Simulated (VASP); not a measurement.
Write the native input for VASP 6.6.1 that does the following.

```yaml
Task: single point
Functional: r2SCAN
Potentials_or_basis: VASP PAW PBE potentials, release 64 (Zr_sv, O)
Cutoff: 520 eV
k_mesh: 8 × 8 × 8
Occupations: gaussian, width 0.01 eV
Spin: no spin polarisation
Dipole_correction: no
Further_INCAR_settings: ALGO = Normal; EDIFF = 1e-07; NBANDS = 19
```

The system is ZrO2.

```xyz
3
Lattice="0.0000 2.5447 2.5447 2.5964 0.0000 2.5447 2.5964 2.5447 0.0000" Properties=species:S:1:pos:R:3 pbc="T T T"
Zr    0.0000    0.0000    0.0000
O     1.2982    1.2724    1.2724
O     3.8946    3.8171    3.8171
```

The cell was built by a generator and needn't be a form met in nature.

The cell isn't the ideal one: uniaxial_x strain +2.0%.

These files were run (other wordings do the same):

POSCAR

```
ZrO2
1.0
    0.0000000000      2.5447135868      2.5447135868
    2.5963712726      0.0000000000      2.5447135868
    2.5963712726      2.5447135868      0.0000000000
Zr O
1 2
Direct
    0.0000000000      0.0000000000      0.0000000000
    0.2500000000      0.2500000000      0.2500000000
    0.7500000000      0.7500000000      0.7500000000
```

INCAR.step1

```
PREC = Accurate ; ENCUT = 520
ISMEAR = 0 ; SIGMA = 0.01
LREAL = F ; LASPH = T
NELM = 100 ; NBANDS = 19
GGA = PE ; ALGO = Normal
EDIFF = 1E-4 ; LWAVE = T
LCHARG = F
```

INCAR.step2

```
PREC = Accurate ; ENCUT = 520
EDIFF = 1E-7 ; ISMEAR = 0
SIGMA = 0.01 ; LREAL = F
LASPH = T ; NELM = 100
ALGO = Normal ; ISIF = 2
LWAVE = F ; LCHARG = T
METAGGA = R2SCAN ; LMIXTAU = T
LELF = T ; LVHAR = T
NBANDS = 19 ; ISTART = 1
```

KPOINTS

```
regular mesh
0
Gamma
  8 8 8
```

Potentials or basis: VASP PAW PBE potentials, release 64 (Zr_sv, O).

The run is started by

```console
$ cat potpaw_PBE.64/Zr_sv/POTCAR potpaw_PBE.64/O/POTCAR > POTCAR
$ cp INCAR.step1 INCAR
$ mpirun -np 1 vasp_std > vasp.out
$ cp INCAR.step2 INCAR
$ mpirun -np 1 vasp_std > vasp.out
```

Results of the run:

| Item | Value |
| --- | --- |
| Pressure | -4.6 GPa |
| Band gap on the k mesh | 3.63 eV, indirect (least direct gap 4.10 eV) |

Caveat: the PAW data sets were made with another functional, which shifts forces and pressure a little.

Run time: 120 s on 1 thread of Intel(R) Xeon(R) Platinum 8488C (Sapphire Rapids) (shared host), peak memory 0.18 GiB.
